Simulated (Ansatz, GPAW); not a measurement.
## A script for ZnO (PBE in single-zeta orbitals)

These are simulated results from GPAW 26.7.0, not measurements. The cell was built from a prototype and was relaxed with r2SCAN in plane waves (Ansatz 0.2.0). Not every such cell is a known phase. All runs are without spin polarisation.

Space group P6_3/mmc (No. 194), hexagonal; a = 3.417 Å, c = 4.478 Å in the conventional setting, 11.32 Å³ an atom. Zn is surrounded by 5 O at 1.97–2.24 Å; O is surrounded by 5 Zn at 1.97–2.24 Å.

The basis is minimal: single zeta, one radial function for each shell that the log's basis lists. It describes the filled bands fairly and the empty ones poorly.

Input script:

```python
import json
from ase import Atoms
from gpaw import GPAW, PW, FermiDirac

atoms = Atoms(['Zn', 'Zn', 'O', 'O'],
              cell=[[3.416533, 0.0, 0.0], [-1.708267, 2.958805, 0.0], [0.0, 0.0, 4.477568]],
              scaled_positions=[[0.333333, 0.666667, 0.25], [0.666667, 0.333333, 0.75], [0.666667, 0.333333, 0.25], [0.333333, 0.666667, 0.75]],
              pbc=True)
calc = GPAW(mode='lcao', basis='sz(dzp)', h=0.2, xc='PBE', kpts={'size': (6, 6, 4), 'gamma': True},
            occupations=FermiDirac(0.02), maxiter=100, legacy_gpaw=True, txt='gpaw.txt')
atoms.calc = calc
res = {'energy': atoms.get_potential_energy(force_consistent=True)}
res['electrons'] = calc.get_number_of_electrons()
res['k'] = calc.get_ibz_k_points().tolist()
res['levels'] = [calc.get_eigenvalues(kpt=i).tolist() for i in range(len(res['k']))]
points = [[0.0, 0.0, 0.0], [0.5, 0.0, 0.0], [0.333333, 0.333333, 0.0], [0.0, 0.0, 0.5], [0.5, 0.0, 0.5], [0.333333, 0.333333, 0.5]]
bands = calc.fixed_density(kpts=points, symmetry='off', txt='bands.txt')
res['points'] = [bands.get_eigenvalues(kpt=i).tolist() for i in range(len(points))]
json.dump(res, open('results.json', 'w'))
print('free energy (eV):', round(res['energy'], 5))
```

Command: `python run.py`. It took 110 s on 1 thread of Arm Neoverse V1, with other jobs on the host, peak memory 0.19 GiB.

The log gpaw.txt, trimmed of paths, versions and times, then the last line on the terminal. An iter line gives the energy in eV and the logarithms of the changes of orbitals (plane waves alone) and density (c: converged):

```
___ ___ ___ _ _ _
 |   |   |_  | | | |

 | | | | | . | | | |

 |__ |  _|___|_____|  26.7.0
 |___|_|

Input parameters:
  basis: sz(dzp)
  h: 0.2
  kpts: {gamma: True,
         size: (6, 6, 4)}
  maxiter: 100
  mode: lcao
  occupations: {fixmagmom: False,
                name: fermi-dirac,
                width: 0.02}
  xc: PBE

System changes: positions, numbers, cell, pbc, initial_charges, initial_magmoms

Initialize ...

species:
  Zn:
    name:    Zinc
    Z:       30.0
    valence: 12
    core:    18
    charge:  0.0  # [|e|]
    compensation charges:
      type: gauss
      rc: 0.37  # [Å]
      lmax: 2
    cutoffs:
      filter: 2.14  # [Å]
      core: 2.28  # [Å]
    projectors
    | kind |    occ | energy [eV] | rcut [Å] |

    |------|--------|-------------|----------|

    |   4s |  2.000 |      -5.977 |    1.286 |

    |   4p |  0.000 |      -1.117 |    1.270 |

    |   3d | 10.000 |     -10.142 |    1.180 |

    |    s |        |      21.234 |    1.286 |

    |    p |        |      26.095 |    1.270 |

    |    d |        |      17.070 |    1.180 |

    LCAO basis set for Zn:
      Name: sz(dzp)
      Number of radial functions: 3
      Number of spherical harmonics: 9
        l=0, rc=8.1562 Bohr: 4s-sz confined orbital
        l=1, rc=12.4062 Bohr: 4p-sz confined orbital
        l=2, rc=4.3594 Bohr: 3d-sz confined orbital
      Number of RI-basis functions 0

  O:
    name:    Oxygen
    Z:       8.0
    valence: 6
    core:    2
    charge:  0.0  # [|e|]
    compensation charges:
      type: gauss
      rc: 0.21  # [Å]
      lmax: 2
    cutoffs:
      filter: 1.17  # [Å]
      core: 0.83  # [Å]
    projectors
    | kind |    occ | energy [eV] | rcut [Å] |

    |------|--------|-------------|----------|

    |   2s |  2.000 |     -23.961 |    0.688 |

    |   2p |  4.000 |      -9.029 |    0.598 |

    |    s |        |       3.251 |    0.688 |

    |    p |        |      18.182 |    0.598 |

    |    d |        |       0.000 |    0.619 |

    LCAO basis set for O:
      Name: sz(dzp)
      Number of radial functions: 2
      Number of spherical harmonics: 4
        l=0, rc=4.3438 Bohr: 2s-sz confined orbital
        l=1, rc=5.3906 Bohr: 2p-sz confined orbital
      Number of RI-basis functions 0

Reference energy: -101804.357908  # eV

Spin-paired calculation

Convergence criteria:
 Maximum [total energy] change in last 3 cyles: 0.0005 eV / valence electron
 Maximum integral of absolute [dens]ity change: 0.0001 electrons / valence electron
 Maximum integral of absolute [eigenst]ate change: 4e-08 eV^2 / valence electron
 Maximum number of scf [iter]ations: 100
 (Square brackets indicate name in SCF output, whereas a 'c' in
 the SCF output indicates the quantity has converged.)

Symmetries present (total): 2

  ( 1  0  0)  (-1  0  0)
  ( 0  1  0)  ( 0 -1  0)
  ( 0  0  1)  ( 0  0 -1)

144 k-points: 6 x 6 x 4 Monkhorst-Pack grid + [1/12,1/12,1/8]
76 k-points in the irreducible part of the Brillouin zone
       k-points in crystal coordinates                weights
   0:     0.00000000    0.00000000    0.00000000          1/144
   1:     0.00000000    0.00000000    0.25000000          2/144
   2:     0.00000000    0.00000000    0.50000000          1/144
   3:     0.00000000    0.16666667   -0.25000000          2/144
   4:     0.00000000    0.16666667    0.00000000          2/144
   5:     0.00000000    0.16666667    0.25000000          2/144
   6:     0.00000000    0.16666667    0.50000000          2/144
   7:     0.00000000    0.33333333   -0.25000000          2/144
   8:     0.00000000    0.33333333    0.00000000          2/144
   9:     0.00000000    0.33333333    0.25000000          2/144
          ...
  75:     0.50000000    0.50000000    0.50000000          1/144

Wave functions: LCAO
  Diagonalizer: Serial LAPACK
  Atomic Correction: dense with blas
  Data-type: complex

Occupation numbers: Fermi-Dirac:
  width: 0.0200  # eV

Eigensolver
   LCAO using direct dense diagonalizer

Densities:
  Coarse grid: 16*16*24 grid
  Fine grid: 32*32*48 grid
  Total Charge: 0.000000

Density mixing:
  Method: separate
  Backend: msr1
  Linear mixing parameter: 0.05
  old densities: 10
  Width of damping distribution: 1.1
  Damping of long wavelength oscillations: 20

Hamiltonian:
  XC and Coulomb potentials evaluated on a 32*32*48 grid
  Using the PBE Exchange-Correlation functional
  Interpolation: tri-quintic (5. degree polynomial)
  Poisson solver: FastPoissonSolver using
    Stencil: 8*3+1=25 point O(h^6) finite-difference Laplacian
    FFT axes: [np.int64(0), np.int64(1), np.int64(2)]
    FST axes: []

XC parameters: PBE with 2 nearest neighbor stencil

Memory estimate:
  Process memory now: 112.38 MiB
  Calculator: 27.88 MiB
    Density: 14.52 MiB
      Arrays: 1.22 MiB
      Localized functions: 12.36 MiB
      Mixer: 0.94 MiB
    Hamiltonian: 1.59 MiB
      Arrays: 0.80 MiB
      XC: 0.00 MiB
      Poisson: 0.00 MiB
      vbar: 0.79 MiB
    Wavefunctions: 11.77 MiB
      C [qnM]: 0.78 MiB
      S, T [2 x qmm]: 1.57 MiB
      P [aqMi]: 0.12 MiB
      BasisFunctions: 9.30 MiB
      Eigensolver: 0.00 MiB

Total number of cores used: 1

Number of atoms: 4
Number of atomic orbitals: 26
Number of bands in calculation: 26
Number of valence electrons: 36
Bands to converge: occupied
Positions:
   0 Zn    -0.000002    1.972538    1.119392    ( 0.0000,  0.0000,  0.0000)
   1 Zn     1.708268    0.986267    3.358176    ( 0.0000,  0.0000,  0.0000)
   2 O      1.708268    0.986267    1.119392    ( 0.0000,  0.0000,  0.0000)
   3 O     -0.000002    1.972538    3.358176    ( 0.0000,  0.0000,  0.0000)

Unit cell:
           periodic     x           y           z      points  spacing
  1. axis:    yes    3.416533    0.000000    0.000000    16     0.1849
  2. axis:    yes   -1.708267    2.958805    0.000000    16     0.1849
  3. axis:    yes    0.000000    0.000000    4.477568    24     0.1866

  Lengths:   3.416533   3.416534   4.477568
  Angles:   90.000000  90.000000 120.000002

Effective grid spacing dv^(1/3) = 0.1946

iter:   1   -16.017878        c
iter:   2   -15.616132        c -1.10
iter:   3   -14.478627        c -1.15
iter:   4   -14.474469        c -1.84
iter:   5   -14.477754c       c -2.11
iter:   6   -14.477725c       c -3.29
iter:   7   -14.477718c       c -3.95
iter:   8   -14.477718c       c -4.93c

Converged after 8 iterations.

Energy contributions relative to reference atoms: (reference = -101804.357908)

Kinetic:        +84.131905
Potential:      -71.040463
External:        +0.000000
XC:             -28.527882
Entropy (-ST):   -0.000000
Local:           +0.958721
SIC:             +0.000000
--------------------------
Free energy:    -14.477718
Extrapolated:   -14.477718

Showing only first 2 kpts
 Kpt  Band  Eigenvalues  Occupancy
  0    16      4.94208    2.00000
  0    17      4.96009    2.00000
  0    18      5.75093    0.00000
  0    19      9.83337    0.00000

  1    16      4.85029    2.00000
  1    17      4.86763    2.00000
  1    18      7.28224    0.00000
  1    19      9.96264    0.00000

Fermi level: 5.41502

Gap: 0.704 eV
Transition (v -> c):
  (s=0, k=57, n=17, [0.33, 0.33, 0.50]) -> (s=0, k=0, n=18, [0.00, 0.00, 0.00])
Direct/indirect transitions are different
Direct gap: 0.791 eV
Transition at: (s=0, k=0, n=17, [0.00, 0.00, 0.00])

free energy (eV): -14.47772
```

The gap in the log is over the mesh alone; results.json adds the listed points. PBE in single-zeta orbitals gives a gap of 0.70 eV. On the same cell, plane-wave PBE (Ansatz, 12×12×6 k points and the special points) gives a gap of 1.02 eV and r2SCAN a gap of 1.49 eV; on shared hosts these took about 5.1 and 14 core-seconds on the 4-atom cell, against 110 for the script. Semilocal gaps usually lie below measured ones.
